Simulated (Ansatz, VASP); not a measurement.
# Cross-check of AlN between VASP and Ansatz

One calculation is typed for both programs; each brings its own data sets and cutoff. How far apart do they land?

Method: plane waves, with VASP 6.6.1 beside it; relaxation of cell and atoms at r2SCAN, in Ansatz 0.2.0.

## (1) Set-up

The structure is hexagonal, space group P6_3mc (No. 186). Conventional cell: a = 3.081 Å, b = 3.081 Å, c = 5.031 Å, α = 90.00°, β = 90.00°, γ = 120.00°. Al has 4 N at 1.88 to 1.92 Å nearest. N has 4 Al at 1.88 to 1.92 Å nearest. Farther neighbours and most contacts between anions are not listed.

Coordinates:

```cif
data_structure
_symmetry_space_group_name_H-M 'P6_3mc'
_symmetry_Int_Tables_number 186
_cell_length_a 3.0810
_cell_length_b 3.0810
_cell_length_c 5.0310
_cell_angle_alpha 90.000
_cell_angle_beta 90.000
_cell_angle_gamma 120.000
_cell_volume 41.36
loop_
_atom_site_label
_atom_site_type_symbol
_atom_site_symmetry_multiplicity
_atom_site_Wyckoff_symbol
_atom_site_fract_x
_atom_site_fract_y
_atom_site_fract_z
_atom_site_occupancy
Al1 Al 2 b 0.33333 0.66667 0.00000 1
N1 N 2 b 0.33333 0.66667 0.38200 1
```

## (2) VASP: relaxation of cell and atoms, r2SCAN

The relaxed volume is the usual yardstick between codes: its relative difference is about their pressure difference at one cell divided by the bulk modulus.

Lines of VASP's logs that name or quote its potential files are left out, and so is its time.

The input, INCAR:

```
SYSTEM = AlN
PREC = Accurate
ENCUT = 560
EDIFF = 1E-06
NELM = 100
ISMEAR = -1
SIGMA = 0.05
LREAL = .FALSE.
ALGO = Normal
METAGGA = R2SCAN
LASPH = .TRUE.
NBANDS = 14
LORBIT = 11
LWAVE = .FALSE.
LCHARG = .FALSE.
KPAR = 2
IBRION = 2
NSW = 60
ISIF = 3
EDIFFG = -0.01
```

The input, POSCAR:

```
AlN
1.0
    3.0810000000      0.0000000000      0.0000000000
   -1.5405000000      2.6682242691      0.0000000000
    0.0000000000      0.0000000000      5.0310000000
Al N
2 2
Direct
    0.3333333333      0.6666666667      0.0000000000
    0.6666666667      0.3333333333      0.5000000000
    0.3333333333      0.6666666667      0.3820000000
    0.6666666667      0.3333333333      0.8820000000
```

The input, KPOINTS:

```
Automatic mesh
0
Gamma
7 7 4
0 0 0
```

PAW data sets: Al and N (PBE family, release 64).

Run with:

```sh
$ mpirun -np 2 vasp_std
```

Numbers of over 12 decimals in the logs are rounded to 6 here.

Output:

```text
[banner, memory and clock lines left out]
running    2 mpi-ranks, on    1 nodes
 distrk:  each k-point on    1 cores,    2 groups
 distr:  one band on    1 cores,    1 groups

 POSCAR found type information on POSCAR AlN
 POSCAR found :  2 types and       4 ions
|                                                                             |
|               ----> ADVICE to this user running VASP <----                  |
|                                                                             |
|     You enforced a specific xc type in the INCAR file but a different       |
|     [... a line on the potential file left out ...]
|     I HOPE YOU KNOW WHAT YOU ARE DOING!                                     |
|                                                                             |

 LDA part: xc-table for (None), standard interpolation
 POSCAR, INCAR and KPOINTS ok, starting setup
 FFT: planning ... GRIDC
 FFT: planning ... GRID_SOFT
 FFT: planning ... GRID
 WAVECAR not read
 entering main loop
       N       E                     dE             d eps       ncg     rms          rms(c)
DAV:   1     0.405560367923E+02    0.40556E+02   -0.79878E+03   672   0.112E+03
DAV:   2    -0.428626325874E+02   -0.83419E+02   -0.76696E+02   964   0.223E+02
DAV:   3    -0.470939981249E+02   -0.42314E+01   -0.42149E+01   930   0.532E+01
DAV:   4    -0.471255885074E+02   -0.31590E-01   -0.31588E-01   720   0.515E+00
DAV:   5    -0.471259965631E+02   -0.40806E-03   -0.40805E-03   906   0.594E-01    0.126E+01
DAV:   6    -0.381304417372E+02    0.89956E+01   -0.10029E+01   822   0.236E+01    0.522E+00
DAV:   7    -0.383995185351E+02   -0.26908E+00   -0.13219E+00   834   0.833E+00    0.337E+00
DAV:   8    -0.384506664532E+02   -0.51148E-01   -0.86706E-02   708   0.325E+00    0.844E-01
DAV:   9    -0.384408516356E+02    0.98148E-02   -0.26276E-02   888   0.135E+00    0.229E-01
DAV:  10    -0.384414037154E+02   -0.55208E-03   -0.32722E-03   822   0.397E-01    0.110E-01
DAV:  11    -0.384413099581E+02    0.93757E-04   -0.18493E-04   888   0.118E-01    0.271E-02
DAV:  12    -0.384413105874E+02   -0.62937E-06   -0.96522E-06   810   0.246E-02
   1 F= -.38441311E+02 E0= -.38441311E+02  d E =-.384413E+02
[...]
2 F= -.38444004E+02 E0= -.38444004E+02  d E =-.269388E-02
[...]
3 F= -.38455075E+02 E0= -.38455075E+02  d E =-.137644E-01
[...]
4 F= -.38455972E+02 E0= -.38455972E+02  d E =-.896917E-03
[...]
5 F= -.38456103E+02 E0= -.38456103E+02  d E =-.102852E-02
[...]
6 F= -.38456125E+02 E0= -.38456125E+02  d E =-.104989E-02
[...]
7 F= -.38456143E+02 E0= -.38456143E+02  d E =-.185468E-04
 trial-energy change:   -0.000019  1 .order   -0.000002   -0.000107    0.000104
 step:   0.6345(harm=  0.5188)  dis= 0.00039  next Energy=   -38.456162 (dE=-0.374E-04)
 bond charge predicted
       N       E                     dE             d eps       ncg     rms          rms(c)
DAV:   1    -0.384561847014E+02   -0.41601E-04   -0.85634E-04   684   0.251E-01    0.275E-02
DAV:   2    -0.384561675697E+02    0.17132E-04   -0.42487E-05   816   0.563E-02    0.969E-03
DAV:   3    -0.384561638297E+02    0.37400E-05   -0.50991E-06   756   0.172E-02    0.354E-03
DAV:   4    -0.384561620278E+02    0.18019E-05   -0.25564E-07   354   0.483E-03    0.133E-03
DAV:   5    -0.384561611722E+02    0.85566E-06   -0.32321E-08   348   0.244E-03
   8 F= -.38456161E+02 E0= -.38456161E+02  d E =-.363432E-04
 curvature:  -0.27 expect dE=-0.139E-05 dE for cont linesearch -0.127E-05
 trial: gam= 0.00000 g(F)=  0.112E-05 g(S)=  0.413E-05 ort =-0.233E-04 (trialstep = 0.945E+00)
 search vector abs. value=  0.525E-05
 reached required accuracy - stopping structural energy minimisation
```

Parts of OUTCAR (step 2):

```text
ion  position               nearest neighbor table
   1  0.333  0.667  0.000-   4 1.88   4 1.88   4 1.88   3 1.92   2 3.08   2 3.08   2 3.08   2 3.08
                             2 3.08   2 3.08
   2  0.667  0.333  0.500-   3 1.88   3 1.88   3 1.88   4 1.92   1 3.08   1 3.08   1 3.08   1 3.08
                             1 3.08   1 3.08
   3  0.333  0.667  0.382-   2 1.88   2 1.88   2 1.88   1 1.92
   4  0.667  0.333  0.882-   1 1.88   1 1.88   1 1.88   2 1.92

  LATTYP: Found a hexagonal cell.
 ALAT       =     3.0810000000
 C/A-ratio  =     1.6329113924

 Subroutine GETGRP returns: Found 12 space group operations
 (whereof  6 operations were pure point group operations)

The static configuration has the point symmetry C_3v.
 The point group associated with its full space group is C_6v.

 Found     24 irreducible k-points:

   k-points           NKPTS =     24   k-points in BZ     NKDIM =     24   number of bands    NBANDS=     14

   dimension x,y,z NGX =    24 NGY =   24 NGZ =   40
   dimension x,y,z NGXF=    48 NGYF=   48 NGZF=   80

   ENCUT  =  560.0 eV  41.16 Ry    6.42 a.u.   5.94  5.94  9.71*2*pi/ulx,y,z

   NELECT =      16.0000    total number of electrons

 k-points in reciprocal lattice and weights: Automatic mesh
   0.00000000  0.00000000  0.00000000       0.005
   0.14285714  0.00000000  0.00000000       0.031
   0.28571429  0.00000000  0.00000000       0.031
   0.42857143  0.00000000  0.00000000       0.031
   0.14285714  0.14285714  0.00000000       0.031
   0.28571429  0.14285714  0.00000000       0.061
   0.42857143  0.14285714  0.00000000       0.031
   0.28571429  0.28571429  0.00000000       0.031
   0.00000000  0.00000000  0.25000000       0.010
[...]
0.42857143  0.14285714  0.50000000       0.031
   0.28571429  0.28571429  0.50000000       0.031

 average (electrostatic) potential at core
       1 -74.5023       2 -74.5023       3 -62.7150       4 -62.7150

 E-fermi :   6.9744

 k-point     1 :       0.0000    0.0000    0.0000
  band No.  band energies     occupation
    ...
      4       5.0441      2.00000
      5       5.0441      2.00000
      6       5.7053      2.00000
      7       5.7053      2.00000
      8       5.9319      2.00000
      9      10.8621      0.00000
     10      13.4809      0.00000
     11      17.5567      0.00000
     12      17.9829      0.00000
     13      17.9829      0.00000
    ...

 k-point     2 :       0.1429    0.0000    0.0000
  band No.  band energies     occupation
    ...
      4       3.9493      2.00000
      5       4.6961      2.00000
      6       4.7336      2.00000
      7       5.6522      2.00000
      8       5.8079      2.00000
      9      11.8880      0.00000
     10      14.3843      0.00000
     11      16.3299      0.00000
     12      16.7551      0.00000
     13      18.7577      0.00000
    ...

 k-point     3 :       0.2857    0.0000    0.0000
  band No.  band energies     occupation
    ...
      4       1.9554      2.00000
      5       3.0418      2.00000
      6       4.1935      2.00000
      7       5.3249      2.00000
      8       5.4415      2.00000
      9      12.9943      0.00000
     10      13.9053      0.00000
     11      14.7076      0.00000
     12      17.2088      0.00000
     13      18.3783      0.00000
    ...

  Total       -0.0085422     -0.0085422     -0.0140032      0.0000000      0.0000000     -0.0000000
  in kB       -0.3293044     -0.3293044     -0.5398302      0.0000000      0.0000000     -0.0000000
  external PRESSURE =      -0.3994797 kB  Pullay stress =       0.0000000 kB

  energy-cutoff  :      560.00
  volume of cell :       41.56
      direct lattice vectors                 reciprocal lattice vectors
     3.105495673  0.000000000 -0.000000000     0.322009787  0.185912437  0.000000000
    -1.552747837  2.689438144  0.000000000     0.000000000  0.371824874  0.000000000
    -0.000000000  0.000000000  4.976091343     0.000000000  0.000000000  0.200960941

 POSITION                                       TOTAL-FORCE (eV/Angst)
 -----------------------------------------------------------------------------------
     -0.00000      1.79296      0.00076        -0.000000      0.000000      0.002410
      1.55275      0.89648      2.48880        -0.000000      0.000000      0.002410
     -0.00000      1.79296      1.90011         0.000000      0.000000     -0.002410
      1.55275      0.89648      4.38816         0.000000     -0.000000     -0.002410
 -----------------------------------------------------------------------------------
    total drift:                               -0.000000     -0.000000     -0.018599

  FREE ENERGIE OF THE ION-ELECTRON SYSTEM (eV)
  ---------------------------------------------------
  free  energy   TOTEN  =       -38.4561611722 eV

  energy  without entropy=      -38.4561611722  energy(sigma->0) =      -38.45616117

 reached required accuracy - stopping structural energy minimisation

 total charge
# of ion       s       p       d       tot
------------------------------------------
    1        0.368   0.450   0.000   0.818
    2        0.368   0.450   0.000   0.818
    3        1.229   2.676   0.000   3.905
    4        1.229   2.676   0.000   3.905
--------------------------------------------------
tot          3.193   6.253   0.000   9.446

[... 3 further parts left out ...]
```

The run keeps the 12 symmetry operations of its start, so it cannot find a distortion of lower symmetry.

## (3) Ansatz: relaxation of cell and atoms, r2SCAN

Ansatz runs on its default PAW (the set named soft_2) files.

The same cell, functional, mesh and smearing now go to Ansatz, which takes its cutoff from its data sets.

The input, input.yaml:

```yaml
crystal:
  lattice:
    - [3.081, 0.0, 0.0]
    - [-1.5405, 2.6682242691, 0.0]
    - [0.0, 0.0, 5.031]
  atoms:
    - { symbol: Al, position: [0.3333333333, 0.6666666667, 0.0] }
    - { symbol: Al, position: [0.6666666667, 0.3333333333, 0.5] }
    - { symbol: "N", position: [0.3333333333, 0.6666666667, 0.382] }
    - { symbol: "N", position: [0.6666666667, 0.3333333333, 0.882] }
hamiltonian:
  xc: r2scan
  pseudopotentials: { kind: paw }
kpoints:
  mp_grid: { grid: [7, 7, 4] }
scf:
  occupations: { method: fermi_dirac, width: 0.05 }
relax:
  f_tol: 0.01
  max_steps: 60
  cell: { stress_tol: 0.05 }
output:
  forces: true
  stress: true
```

Run with:

```sh
$ ansatz run input.yaml --threads 4 --pin off --max-ram 9216MiB --backend cpu --events-out ev --progress --plain --runs-dir out
```

Output:

```text
Engine: ansatz 0.2.0, aarch64-unknown-linux-gnu
Pseudopotentials: kind: paw
Pseudopotential: Al, paw, valence charge 3, recommended cutoff 500 eV (meta_gga), Al.paw.azcp
Pseudopotential: N, paw, valence charge 5, recommended cutoff 500 eV (meta_gga), N.paw.azcp
Functional definition: r2SCAN
  parameter k0 = 0.174
  parameter k1 = 0.065
  parameter a1 = 4.9479
  exchange = r2scan_x(k0 = k0, k1 = k1, a1 = a1)
  correlation = r2scan_c
Crystal: 4 atoms, lattice volume = 41.359 Å³
Basis set: ecut = 500 eV, 1087 PW (Γ), exchange–correlation on 96×96×160 points (64 copies of the dense FFT grid, shifted against one another)
Bands: 12, of which v1, the nominal top of the filled ones, is band 8 counted from 1 (7 counted from 0)
Symmetry: 12 space group operations
Space group: P63mc (ITA 186), of the structure as read, at distance tolerance 3.5e-5 Å
k-points: 24 of 196 (time reversal used)
Non-local potential: Al, projectors of the file, l = 0: 2, l = 1: 2, l = 2: 1
Non-local potential: N, projectors of the file, l = 0: 2, l = 1: 2, l = 2: 1
PAW form: soft (Blöchl's): semilocal exchange-correlation on the pseudo side does not see the compensation charge
PAW frozen core: Al, regenerated for the run's functional (the file was generated under x = pbe(κ = 0.804, μ = 0.219515), c = pbe(β = 0.066725))
PAW frozen core: N, regenerated for the run's functional (the file was generated under x = pbe(κ = 0.804, μ = 0.219515), c = pbe(β = 0.066725))
PAW one-centre angular grid: Al, 302 points (default); XC on 160 Gauss nodes
PAW one-centre angular grid: N, 302 points (default); XC on 160 Gauss nodes
Initial density: superposition of atomic densities (neutral atoms: chi_scale 0, normalization atom), corrected by the library's trained network
Initial wavefunctions: pseudopotential atomic-orbital guess
Functional: x = r2scan, c = r2scan; τ floored in thin density (d = 2e-4 eV/Å³)
SCF iter   1: F=—  HF=-1856.811750 eV  |F-HF|=—  |Δ(HF+E_count)|=         —  Δρ=6.55e-3  dr2=1.74e-2  dr2_τ=3.19e-1  ethr=1.77e-3  ⟨swp⟩=5.7  Hψ=1877  notcnv=0
preconditioner: auto → none  [insulator: Δε(μ)=4.874 eV  Ē_g=14.285 eV  σ=0.050 eV  W_gap=1.00  n_scr=2 (ndim 8)  ℏωp=23.1 eV  f_vac=0.000  D(μ)=0.00/eV (n_scr^D=0)  ε∞_Penn≈3.6]
SCF iter   2: F=—  HF=-1856.955428 eV  |F-HF|=—  |Δ(HF+E_count)|=   1.44e-1  Δρ=4.51e-3  dr2=3.80e-3  dr2_τ=2.86e-4  ethr=1.09e-4  ⟨swp⟩=2.5  Hψ=790  notcnv=0
SCF iter   3: F=—  HF=-1856.955095 eV  |F-HF|=—  |Δ(HF+E_count)|=   3.33e-4  Δρ=6.50e-4  dr2=1.27e-4  dr2_τ=5.69e-5  ethr=2.37e-5  ⟨swp⟩=1.2  Hψ=297  notcnv=0
SCF iter   4: F=—  HF=-1856.955086 eV  |F-HF|=—  |Δ(HF+E_count)|=   9.16e-6  Δρ=1.81e-4  dr2=1.42e-5  dr2_τ=8.41e-7  ethr=7.93e-7  ⟨swp⟩=2.1  Hψ=455  notcnv=0
SCF iter   5: F=—  HF=-1856.955081 eV  |F-HF|=—  |Δ(HF+E_count)|=   4.63e-6  Δρ=4.87e-5  dr2=1.16e-6  dr2_τ=1.12e-7  ethr=8.87e-8  ⟨swp⟩=2.0  Hψ=470  notcnv=0
SCF iter   6: F=—  HF=-1856.955081 eV  |F-HF|=—  |Δ(HF+E_count)|=   2.55e-9  Δρ=2.32e-5  dr2=2.62e-7  dr2_τ=4.86e-9  ethr=7.24e-9  ⟨swp⟩=2.0  Hψ=453  notcnv=0
SCF iter   7: F=-1856.955081 eV  HF=-1856.955081 eV  |F-HF|=1.06e-8  |Δ(HF+E_count)|=   2.98e-8  Δρ=6.33e-6  dr2=1.95e-8  dr2_τ=4.26e-10  ethr=6.25e-10  ⟨swp⟩=4.0  Hψ=915  notcnv=0
SCF 1 converged in 7 iterations: F = -1856.955081 eV  dr2 = 1.95e-8
  greatest PAW one-centre occupation: 0.794 electrons in one spin orbital (limit 2), on the N atom at site 2 (counted from 0), in its partial waves of l = 0
relax step   1: F+E_penalty+E_count = -1856.95508125 eV  Δ(F+E_penalty+E_count) = +0.000e0 eV  max|allowed force component| = 2.293e-1 eV/Å  Δτ_max = 0.0000 Å  P = +1.603 GPa  Ω = 41.359 Å³  (7 SCF iters, dr2 threshold 1.00e-7 eV, accepted)
[...]
relax step   2: F+E_penalty+E_count = -1856.96677174 eV  Δ(F+E_penalty+E_count) = -1.169e-2 eV  max|allowed force component| = 1.805e-1 eV/Å  Δτ_max = 0.0044 Å  P = +0.722 GPa  Ω = 41.480 Å³  energy of the carried Pulay correction = -3.003e-5 eV  (4 SCF iters, dr2 threshold 4.00e-7 eV, accepted)
[...]
relax step   3: F+E_penalty+E_count = -1856.96945335 eV  Δ(F+E_penalty+E_count) = -2.682e-3 eV  max|allowed force component| = 8.878e-2 eV/Å  Δτ_max = 0.0014 Å  P = +0.064 GPa  Ω = 41.595 Å³  energy of the carried Pulay correction = -5.819e-5 eV  (4 SCF iters, dr2 threshold 4.00e-7 eV, accepted)
[...]
relax step   4: F+E_penalty+E_count = -1856.97009879 eV  Δ(F+E_penalty+E_count) = -6.454e-4 eV  max|allowed force component| = 2.159e-3 eV/Å  Δτ_max = 0.0038 Å  P = -0.004 GPa  Ω = 41.614 Å³  energy of the carried Pulay correction = -6.285e-5 eV  (4 SCF iters, dr2 threshold 4.00e-7 eV, accepted)
[...]
relax step   5: F+E_penalty+E_count = -1856.97016953 eV  Δ(F+E_penalty+E_count) = -7.074e-5 eV  max|allowed force component| = 2.160e-3 eV/Å  Δτ_max = 0.0000 Å  P = -0.004 GPa  Ω = 41.614 Å³  stress off target by 8.89e-3 GPa  SCF on the basis re-selected at this cell (its energy is not comparable with the rows above)  (5 SCF iters)
basis re-selected at this cell: Δ(F+E_penalty+E_count) = -7.074e-5 eV, ΔP = +0.000 GPa vs the last step (what re-selecting the basis moved, of the pressure what is left beyond the Pulay correction that the steps carried, after the strain that the cell walked since its last selection, with what the two solves' SCF thresholds leave and, on support functions, any second-order correction that the steps lacked; it is no m [...]
SCF converged after 5 iterations
Free energy (F): -1856.970170 eV
Harris-Foulkes:  -1856.970170 eV  (|F-HF|=5.84e-11)
Internal energy: -1856.970170 eV  (E = F + TS)
E sigma→0 (E₀):  -1856.970170 eV
Fermi energy:    9.380545 eV
--- Per-component energies (eV) ---
  E_band       = 23.148019
  E_kinetic    = 321.368312
  E_local      = -448.705756  (includes V_loc(G=0)·N_el)
  E_nonlocal   = 108.520834
  E_hartree    = 157.354373
  E_xc         = -197.824371
  E_vxc        = -238.489148  (∫ρ·V_xc dr)
  E_paw        = -1204.935604  (= ΣΔE_a)
  E_vpaw       = -47.058079  (= ΣTr[D̂ρ^β])
  E_aug_tail   = 0.000038  (compensation charges beyond the density's cutoff)
  E_vtau       = 12.803076  (kinetic-family band-sum trace: ∫τ·v_τ [+ j·A + Jᵃ·Aᵃ] dr)
  E_ewald      = -592.568650
  E_core_change = -0.179345  (= ΣΔE_core)
  E_smearing   = -0.000000  (= −TS)
  E_closure    = 0.000000  (closes the sum)
  Σ components = -1856.970170   (vs F -1856.970170, Δ=0.00e0)
--- Forces (eV/Å), atoms counted from 1 ---
  atom   1  Al     0.00000000    -0.00000000     0.00217013
  atom   2  Al     0.00000000     0.00000000     0.00217013
  atom   3  N      0.00000000     0.00000000    -0.00214984
  atom   4  N     -0.00000000    -0.00000000    -0.00214984
  max |Σ_I F_I| component: 4.06e-5 eV/Å
--- Stress (GPa, compression-positive) ---
       -0.008894       0.000000       0.000000
       -0.000000      -0.008894       0.000000
        0.000000       0.000000       0.006010
  P = ⅓ Tr σ = -0.0039 GPa (-0.039 kbar)
--- Relaxed structure (4 steps of the walk, 4 accepted, 1 SCFs on fresh bases) ---
  F+E_penalty+E_count = -1856.97016953 eV   max|allowed force component| = 2.160e-3 eV/Å   (the final SCF, on the basis selected at the relaxed cell)
  cell:  # Å, volume = 41.6137 Å³
    - [3.106887, 0.0, 0]
    - [-1.553444, 2.690643, 0]
    - [0, 0, 4.977999]
  atoms:
    - { symbol: Al, position: [0.333333, 0.666667, 0.000161364] }
    - { symbol: Al, position: [0.666667, 0.333333, 0.500161] }
    - { symbol: N, position: [0.333333, 0.666667, 0.381839] }
    - { symbol: N, position: [0.666667, 0.333333, 0.881839] }
```

Elapsed: 3.8 s, on 4 threads of Arm Neoverse V1, shared host; peak memory 0.33 GiB.

## (4) Comparison

Known differences besides the potentials themselves: VASP keeps PBE cores, Ansatz makes them for the functional; both relaxations stop at a tolerance, which leaves soft axes loose, and VASP keeps its plane-wave basis; the cutoff is 500 eV in Ansatz and 560 eV in VASP; Ansatz adds a Pulay correction to the stress that steers its cell, VASP none. Total energies have different zeros and are not compared.

Compared:

```
                                         quantity  Ansatz   VASP  difference
                                      volume (Å³)   41.61  41.56     +0.13 %
edge a after relaxation, in the typed setting (Å)   3.107  3.106     +0.05 %
edge c after relaxation, in the typed setting (Å)   4.978  4.976     +0.04 %
```

The walks stopped with 0.00 GPa left in Ansatz and -0.04 GPa in VASP; each walk ends within a tolerance, so the volume difference is uncertain by about these residues over the bulk modulus, most in soft cells.

## (5) Summary of results

```yaml
difference_in_volume_relaxation_of_cell_and_atoms_r2scan: 0.13 %
```

What this shows: The difference in volume is 0.13 % (relaxation of cell and atoms, r2SCAN), within the 1.2 % picked in this series as the mark of a large difference, as far as the stopping tolerances let one tell. How closely two codes agree says nothing of how well the functional describes the real material.

[Lines on the potential files, build, host, timing and source positions are cut from VASP's logs without a mark.]

[Logs are printed without paths, hosts, clocks, repeated set-up lines and the standing remarks that a program may print on its own settings, such as how far it seeks lower states.]

[Hosts, paths, dates, database ids (printed as entryN), source tags and the programs' standing remarks are cut or masked in the printed files.]
